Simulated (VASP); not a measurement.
# Al2Au (Fm-3m) in VASP: a series of runs

The runs below take Al2Au through band structure, density of states, with r2SCAN, PBE.

Everything below comes from runs of VASP 6.6.1. Logs are shortened: lines on timing, memory, paths and dates and some standing lists are left out, and cuts for length are marked.

## Step 1: The structure

Symmetry: Fm-3m, No. 225, cubic system. Conventional cell: a = 6.000 Å, b = 6.000 Å, c = 6.000 Å, α = 90.00°, β = 90.00°, γ = 90.00°. Al (site symmetry -43m) is surrounded by 4 Au at 2.60 Å. Around Au (site symmetry m-3m) lie 8 Al at 2.60 Å.

## Step 2: Band structure, r2SCAN

Contents of INCAR:

```
SYSTEM = Al2Au
PREC = Accurate
ENCUT = 520
EDIFF = 1E-6
ISMEAR = 1
SIGMA = 0.1
LREAL = .FALSE.
LASPH = .TRUE.
NELM = 80
ALGO = Normal
ISIF = 2
LWAVE = .FALSE.
LCHARG = .FALSE.
LMAXMIX = 4
METAGGA = R2SCAN
LMIXTAU = .TRUE.
NBANDS = 16
KPAR = 4
```

Contents of KPOINTS:

```
regular mesh
0
G
  12 12 12
  0 0 0
```

Contents of POSCAR:

```
Al2Au                                   
1.0
    0.0000000000      3.0000000000      3.0000000000
    3.0000000000      0.0000000000      3.0000000000
    3.0000000000      3.0000000000      0.0000000000
  Al              Au            
     2     1
Direct
     0.2500000000000000    0.2500000000000000    0.2500000000000000
     0.7500000000000000    0.7500000000000000    0.7500000000000000
     0.0000000000000000    0.0000000000000000    0.0000000000000000
```

Contents of KPOINTS_OPT:

```
explicit points
252
Reciprocal
 0.0000000000  0.0000000000  0.0000000000 1
 0.0357142857  0.0000000000  0.0357142857 1
 0.0714285714  0.0000000000  0.0714285714 1
 0.1071428571  0.0000000000  0.1071428571 1
 0.1428571429  0.0000000000  0.1428571429 1
 0.1785714286  0.0000000000  0.1785714286 1
[... 244 lines left out ...]
 0.4881833500  0.0118166500  0.5000000000 1
 0.5118166500 -0.0118166500  0.5000000000 1
```

Potentials or basis: VASP PAW PBE potentials, release 64 (Al, Au).

Started as:

```bash
$ cat potpaw_PBE.64/Al/POTCAR potpaw_PBE.64/Au/POTCAR > POTCAR
$ mpirun -np 4 vasp_std > vasp.out
```

OUTCAR:

```text
SYSTEM = Al2Au
   PREC = Accurate
   ENCUT = 520
   EDIFF = 1E-6
   ISMEAR = 1
   LREAL = .FALSE.
   LASPH = .TRUE.
   NELM = 80
   ISIF = 2
   METAGGA = R2SCAN

 ion  position               nearest neighbor table
   1  0.250  0.250  0.250-   3 2.60   3 2.60   3 2.60   3 2.60   2 3.00   2 3.00   2 3.00   2 3.00
                             2 3.00   2 3.00
   2  0.750  0.750  0.750-   3 2.60   3 2.60   3 2.60   3 2.60   1 3.00   1 3.00   1 3.00   1 3.00
                             1 3.00   1 3.00
   3  0.000  0.000  0.000-   2 2.60   2 2.60   2 2.60   1 2.60   2 2.60   1 2.60   1 2.60   1 2.60

  LATTYP: Found a face centered cubic cell.
 ALAT       =     6.0000000000

  Lattice vectors:

 A1 = (   0.0000000000,   3.0000000000,   3.0000000000)
 A2 = (   3.0000000000,   0.0000000000,   3.0000000000)
 A3 = (   3.0000000000,   3.0000000000,   0.0000000000)

Analysis of symmetry for initial positions (statically):
=====================================================================
 Subroutine PRICEL returns:
 Original cell was already a primitive cell.

 Routine SETGRP: Setting up the symmetry group for a
 face centered cubic supercell.

 Subroutine GETGRP returns: Found 48 space group operations
 (whereof 48 operations were pure point group operations)
 out of a pool of 48 trial point group operations.

The static configuration has the point symmetry O_h .

Analysis of symmetry for dynamics (positions and initial velocities):
=====================================================================
 Subroutine PRICEL returns:
 Original cell was already a primitive cell.

 Routine SETGRP: Setting up the symmetry group for a
 face centered cubic supercell.

 Subroutine GETGRP returns: Found 48 space group operations
 (whereof 48 operations were pure point group operations)
 out of a pool of 48 trial point group operations.

The dynamic configuration has the point symmetry O_h .

 Subroutine INISYM returns: Found 48 space group operations
 (whereof 48 operations are pure point group operations),
 and found     1 'primitive' translations

----------------------------------------------------------------------------------------

                                     Primitive cell

  volume of cell :      54.0000

  direct lattice vectors                    reciprocal lattice vectors
     0.000000000  3.000000000  3.000000000    -0.166666667  0.166666667  0.166666667
     3.000000000  0.000000000  3.000000000     0.166666667 -0.166666667  0.166666667
     3.000000000  3.000000000  0.000000000     0.166666667  0.166666667 -0.166666667

  length of vectors
     4.242640687  4.242640687  4.242640687     0.288675135  0.288675135  0.288675135

  position of ions in fractional coordinates (direct lattice)
     0.250000000  0.250000000  0.250000000
     0.750000000  0.750000000  0.750000000
     0.000000000  0.000000000  0.000000000

  ion indices of the primitive-cell ions
   primitive index   ion index
                 1           1
                 2           2
                 3           3

----------------------------------------------------------------------------------------

 KPOINTS: regular mesh

Automatic generation of k-mesh.
 Grid dimensions read from file:
 generate k-points for:   12   12   12

 Generating k-lattice:

  Cartesian coordinates                     Fractional coordinates (reciprocal lattice)
    -0.013888889  0.013888889  0.013888889     0.083333333  0.000000000  0.000000000
     0.013888889 -0.013888889  0.013888889     0.000000000  0.083333333  0.000000000
     0.013888889  0.013888889 -0.013888889     0.000000000  0.000000000  0.083333333

  Length of vectors
     0.024056261  0.024056261  0.024056261

  Shift w.r.t. Gamma in fractional coordinates (k-lattice)
     0.000000000  0.000000000  0.000000000

 Subroutine IBZKPT returns following result:
 ===========================================

 Found     72 irreducible k-points:

 Following reciprocal coordinates:
            Coordinates               Weight
  0.000000  0.000000  0.000000      1.000000
  0.083333  0.000000  0.000000      8.000000
  0.166667  0.000000  0.000000      8.000000
  0.250000  0.000000  0.000000      8.000000
  0.333333  0.000000  0.000000      8.000000
  0.416667  0.000000  0.000000      8.000000
[... 16 lines left out ...]
  0.500000  0.166667  0.000000     24.000000
 -0.416667  0.166667  0.000000     24.000000
 [... further k-points ...]
   k-points           NKPTS =     72   k-points in BZ     NKDIM =     72   number of bands    NBANDS=     16
   number of dos      NEDOS =    301   number of ions     NIONS =      3
   total plane-waves  NPLWV =  32768
   dimension x,y,z NGX =    32 NGY =   32 NGZ =   32
   dimension x,y,z NGXF=    64 NGYF=   64 NGZF=   64
   ions per type =               2   1
   NGX,Y,Z   is equivalent  to a cutoff of  12.54, 12.54, 12.54 a.u.
   NGXF,Y,Z  is equivalent  to a cutoff of  25.08, 25.08, 25.08 a.u.
 SYSTEM =  Al2Au
   PREC   = accura    normal or accurate (medium, high low for compatibility)
   ISTART =      0    job   : 0-new  1-cont  2-samecut
   ICHARG =      2    charge: 1-file 2-atom 10-const
   ISPIN  =      1    spin polarized calculation?
   LNONCOLLINEAR =      F non collinear calculations
   LSORBIT =      F    spin-orbit coupling
   LASPH  =      T    aspherical Exc in radial PAW
   ENCUT  =  520.0 eV  38.22 Ry    6.18 a.u.   7.89  7.89  7.89*2*pi/ulx,y,z
   NELM   =     80;   NELMIN=  2; NELMDL= -5     # of ELM steps
   EDIFF  = 0.1E-05   stopping-criterion for ELM
   LREAL  =      F    real-space projection
   EDIFFG = 0.1E-04   stopping-criterion for IOM
   NSW    =      0    number of steps for IOM
   IBRION =     -1    ionic relax: 0-MD 1-quasi-New 2-CG
   NFREE  =      0    steps in history (QN), initial steepest desc. (CG)
   ISIF   =      2    stress and relaxation
   ISYM   =      2    0-nonsym 1-usesym 2-fastsym
   POTIM  = 0.5000    time-step for ionic-motion
   TEBEG  =    0.0;   TEEND  =   0.0 temperature during run
   PSTRESS=    0.0 pullay stress
   NELECT =      17.0000    total number of electrons
   NUPDOWN=      -1.0000    fix difference up-down
   EMIN   =  10.00;   EMAX   =-10.00  energy-range for DOS
   EFERMI =   0.00;   METHOD = LEGACY
   ISMEAR =     1;   SIGMA  =   0.10  broadening in eV -4-tet -1-fermi 0-gaus
   EFERMI_NEDOS =   21; number of points for ismear=-14 and -15
   IALGO  =     38    algorithm
   IMIX   =      4    mixing-type and parameters
     AMIX     =   0.40;   BMIX     =  1.00
     AMIX_MAG =   1.60;   BMIX_MAG =  1.00
  volume/ion in A,a.u.               =      18.00       121.47
  Fermi-wavevector in a.u.,A,eV,Ry     =   1.113679  2.104547 16.875035  1.240280
  Thomas-Fermi vector in A             =   2.250266
   LORBIT       =      0    0 simple, 1 ext, 2 COOP (PROOUT), +10 PAW based schemes
   METAGGA = R2SCAN    functional components
   LHFCALC =     F    Hartree Fock is set to
   AEXX    =    0.0000 exact exchange contribution
   IVDW    =     0    specifies the selected vdW correction
   LEPSILON=     F    determine dielectric tensor
   LRPA    =     F    only Hartree local field effects (RPA)
 non-spin polarized calculation
 Methfessel and Paxton  Order N= 1 SIGMA  =   0.10
  energy-cutoff  :      520.00
  volume of cell :       54.00
 maximum number of plane-waves:      1475
   NGX = 15   NGY = 15   NGZ = 15

 number of electron      17.0000001 magnetization

 Free energy of the ion-electron system (eV)
  ---------------------------------------------------
  ext. energy  EPLUGINS =         0.00000000
  ---------------------------------------------------
  free energy    TOTEN  =       -65.54274023 eV

  energy without entropy =      -65.54297356  energy(sigma->0) =      -65.54281801

 E-fermi :   7.7222     XC(G=0): -11.2716

 val. band max:        7.6705686624   @ k =   0.5000   0.1667   0.0833
 cond. band min:       7.7552757846   @ k =   0.2500   0.1667   0.0833
 fundamental gap:      0.0847071222
 Fermi energy:         7.7222221751

 k-point     1 :       0.0000    0.0000    0.0000
  band No.  band energies     occupation
      1      -3.3858      2.00000
      2       0.7689      2.00000
      3       0.7689      2.00000
      4       0.7689      2.00000
      5       1.7716      2.00000
      6       1.7716      2.00000
[... 8 lines left out ...]
     15      13.9921      0.00000
     16      13.9921      0.00000

 k-point     2 :       0.0833    0.0000    0.0000
  band No.  band energies     occupation
      1      -3.2894      2.00000
      2       0.7397      2.00000
      3       0.7939      2.00000
      4       0.7939      2.00000
      5       1.7665      2.00000
      6       1.7665      2.00000
[... 8 lines left out ...]
     15      13.6983      0.00000
     16      13.8073      0.00000

 k-point     3 :       0.1667    0.0000    0.0000
  band No.  band energies     occupation
      1      -3.0058      2.00000
      2       0.6664      2.00000
      3       0.8589      2.00000
      4       0.8589      2.00000
      5       1.7599      2.00000
      6       1.7599      2.00000
[... 8 lines left out ...]
     15      13.5905      0.00000
     16      13.9147      0.00000

 k-point     4 :       0.2500    0.0000    0.0000
  band No.  band energies     occupation
      1      -2.5550      2.00000
      2       0.5887      2.00000
      3       0.9362      2.00000
      4       0.9362      2.00000
      5       1.7732      2.00000
      6       1.7732      2.00000
[... 8 lines left out ...]
     15      14.4368      0.00000
     16      14.7806      0.00000
[... 324 lines left out ...]
 k-point    22 :       0.4167    0.1667    0.0000
  band No.  band energies     occupation
      1      -1.4540      2.00000
      2       0.4225      2.00000
      3       1.0861      2.00000
      4       1.1463      2.00000
      5       1.7533      2.00000
      6       1.9491      2.00000
[... 8 lines left out ...]
     15      17.5295      0.00000
     16      18.0857      0.00000

 k-point    23 :       0.5000    0.1667    0.0000
  band No.  band energies     occupation
      1      -0.9887      2.00000
      2       0.5517      2.00000
      3       1.1086      2.00000
      4       1.1701      2.00000
      5       1.9294      2.00000
      6       1.9360      2.00000
[... 8 lines left out ...]
     15      17.4041      0.00000
     16      18.4414      0.00000

 k-point    24 :      -0.4167    0.1667    0.0000
  band No.  band energies     occupation
      1      -0.9185      2.00000
      2       0.6201      2.00000
      3       1.1591      2.00000
      4       1.1744      2.00000
      5       1.8338      2.00000
      6       1.8482      2.00000
[... 8 lines left out ...]
     15      16.4478      0.00000
     16      17.1545      0.00000

 [... further k-points ...]
[... 5 lines left out ...]
  --------------------------------------------------------------------------------------
  -------------------------------------------------------------------------------------
  Total        0.0929729      0.0929729      0.0929729      0.0000000     -0.0000000     -0.0000000
  in kB        2.7585001      2.7585001      2.7585001      0.0000000     -0.0000000     -0.0000000
  external PRESSURE =       2.7585001 kB  Pullay stress =       0.0000000 kB

 VOLUME and BASIS-vectors are now :
 -----------------------------------------------------------------------------
  energy-cutoff  :      520.00
  volume of cell :       54.00
      direct lattice vectors                 reciprocal lattice vectors
     0.000000000  3.000000000  3.000000000    -0.166666667  0.166666667  0.166666667
     3.000000000  0.000000000  3.000000000     0.166666667 -0.166666667  0.166666667
     3.000000000  3.000000000  0.000000000     0.166666667  0.166666667 -0.166666667

 POSITION                                       TOTAL-FORCE (eV/Angst)
 -----------------------------------------------------------------------------------
      1.50000      1.50000      1.50000        -0.000000     -0.000000     -0.000000
      4.50000      4.50000      4.50000         0.000000      0.000000     -0.000000
      0.00000      0.00000      0.00000         0.000000      0.000000      0.000000
 -----------------------------------------------------------------------------------
    total drift:                                0.000000     -0.000000      0.000000

  FREE ENERGIE OF THE ION-ELECTRON SYSTEM (eV)
  ---------------------------------------------------
  free  energy   TOTEN  =       -65.5427402313 eV

  energy  without entropy=      -65.5429735612  energy(sigma->0) =      -65.54281801
```

Wall time 2.4 min (4 MPI ranks of Intel Xeon Platinum 8259CL at 2.50GHz (Skylake/Cascade Lake), shared host); peak memory 0.25 GiB.

Results:

| Item | Value |
| --- | --- |
| Free energy | -65.5427 eV |
| Pressure | 0.3 GPa |
| Band gap along the path | none (metal or under the smearing width) |

Levels at the corners of the path, in eV from the Fermi level:
```tsv
point	band 7	band 8	band 9	band 10	band 11	band 12
Γ	2.89	3.04	3.04	3.04	4.18	4.18
X	-5.32	-2.27	-2.27	1.57	2.37	8.01
X	-5.32	-2.27	-2.27	1.57	2.37	8.01
W	-4.21	-4.21	-2.30	4.49	4.49	5.61
W	-4.21	-4.21	-2.30	4.49	4.49	5.61
K	-4.83	-3.56	-1.48	2.15	4.73	6.39
K	-4.83	-3.56	-1.48	2.15	4.73	6.39
Γ	2.89	3.04	3.04	3.04	4.18	4.18
Γ	2.89	3.04	3.04	3.04	4.18	4.18
L	-5.75	0.32	0.32	3.81	4.06	4.10
L	-5.75	0.32	0.32	3.81	4.06	4.10
U	-4.83	-3.56	-1.48	2.15	4.73	6.39
U	-4.83	-3.56	-1.48	2.15	4.73	6.39
W	-4.21	-4.21	-2.30	4.49	4.49	5.61
W	-4.21	-4.21	-2.30	4.49	4.49	5.61
L	-5.75	0.32	0.32	3.81	4.06	4.10
L	-5.75	0.32	0.32	3.81	4.06	4.10
K	-4.83	-3.56	-1.48	2.15	4.73	6.39
U	-4.83	-3.56	-1.48	2.15	4.73	6.39
X	-5.32	-2.27	-2.27	1.57	2.37	8.01
```

Caveat: the PAW data sets were made with another functional, which shifts forces and pressure a little; spin-orbit coupling is left out, which moves the levels of the heavy elements.

## Step 3: Band structure, PBE, spin-orbit coupling, no magnetisation

INCAR, as its differences from that of step 2:

```diff
@@ -13,6 +13,10 @@
 LCHARG = .FALSE.
+LNONCOLLINEAR = .TRUE.
+MAGMOM = 0 0 0 0 0 0 0 0 0
+LORBIT = 11
+LSORBIT = .TRUE.
+GGA_COMPAT = .FALSE.
 LMAXMIX = 4
-METAGGA = R2SCAN
-LMIXTAU = .TRUE.
-NBANDS = 16
+GGA = PE
+NBANDS = 30
 KPAR = 4
```

KPOINTS is that of step 2.

POSCAR is that of step 2.

KPOINTS_OPT is that of step 2.

Potentials or basis: VASP PAW PBE potentials, release 64 (Al, Au).

Started as:

```bash
$ cat potpaw_PBE.64/Al/POTCAR potpaw_PBE.64/Au/POTCAR > POTCAR
$ mpirun -np 4 vasp_ncl > vasp.out
```

OUTCAR:

```text
SYSTEM = Al2Au
   PREC = Accurate
   ENCUT = 520
   EDIFF = 1E-6
   ISMEAR = 1
   LREAL = .FALSE.
   LASPH = .TRUE.
   NELM = 80
   ISIF = 2
   LNONCOLLINEAR = .TRUE.
   LORBIT = 11
   LSORBIT = .TRUE.
   GGA = PE

 ion  position               nearest neighbor table
   1  0.250  0.250  0.250-   3 2.60   3 2.60   3 2.60   3 2.60   2 3.00   2 3.00   2 3.00   2 3.00
                             2 3.00   2 3.00
   2  0.750  0.750  0.750-   3 2.60   3 2.60   3 2.60   3 2.60   1 3.00   1 3.00   1 3.00   1 3.00
                             1 3.00   1 3.00
   3  0.000  0.000  0.000-   2 2.60   2 2.60   2 2.60   1 2.60   2 2.60   1 2.60   1 2.60   1 2.60

  LATTYP: Found a face centered cubic cell.
 ALAT       =     6.0000000000
[... 1071 lines left out ...]
     0.0000000     0.0000000     0.0000000     0.0000000     0.0000000     0.0000000     0.0000000
     0.0000000     0.0000000     0.0000000     0.0000000     0.0000000     0.0000000     0.0000000
     0.0000000     0.0000000     0.0000000     0.0000000     0.0000000     0.0000000     0.0000000
     0.0000000     0.0000000     0.0000000     0.0000000     0.0000000     0.0000000     0.0000000
     0.0000000     0.0000000     0.0000000     0.0000000     0.0000000     0.0000000     0.0000000

 total charge

# of ion       s       p       d       tot
------------------------------------------
    1        0.393   0.358   0.000   0.752
    2        0.393   0.358   0.000   0.752
    3        0.754   0.724   8.530  10.008
--------------------------------------------------
tot          1.541   1.440   8.530  11.511

 magnetization (x)

# of ion       s       p       d       tot
------------------------------------------
    1        0.000   0.000   0.000   0.000
    2        0.000   0.000   0.000   0.000
    3       -0.000  -0.000  -0.000  -0.000
--------------------------------------------------
tot          0.000  -0.000  -0.000   0.000

 magnetization (y)

# of ion       s       p       d       tot
------------------------------------------
    1        0.000   0.000   0.000   0.000
    2        0.000   0.000   0.000   0.000
    3        0.000   0.000   0.000   0.000
--------------------------------------------------
tot          0.000   0.000   0.000   0.000

 magnetization (z)

# of ion       s       p       d       tot
------------------------------------------
    1        0.000   0.000   0.000   0.000
    2        0.000   0.000   0.000   0.000
    3        0.000  -0.000  -0.000   0.000
--------------------------------------------------
tot          0.000  -0.000  -0.000   0.000
```

stdout:

```text
POSCAR found type information on POSCAR AlAu
 POSCAR found :  2 types and       3 ions
 scaLAPACK will be used
 LDA part: xc-table for (Slater+PW92), standard interpolation
 POSCAR, INCAR and KPOINTS ok, starting setup
 FFT: planning ... GRIDC
 FFT: planning ... GRID_SOFT
 FFT: planning ... GRID
 WAVECAR not read
 entering main loop
 Start KPOINTS_OPT (optional k-point list driver)
k-point batch [1-72\252]
k-point batch [73-144\252]
k-point batch [145-216\252]
k-point batch [217-252\252]
```

It took 3.2 min on 4 MPI ranks of Intel Xeon Platinum 8259CL at 2.50GHz (Skylake/Cascade Lake), shared host; peak memory 0.5 GiB.

Results:

| Property | Result |
| --- | --- |
| Free energy | -12.3778 eV |
| Pressure | 2.5 GPa |
| Valence electrons inside the program's atomic spheres | Al 0.75; Au 10.01 |

(Part 1 of 2 ends here.)
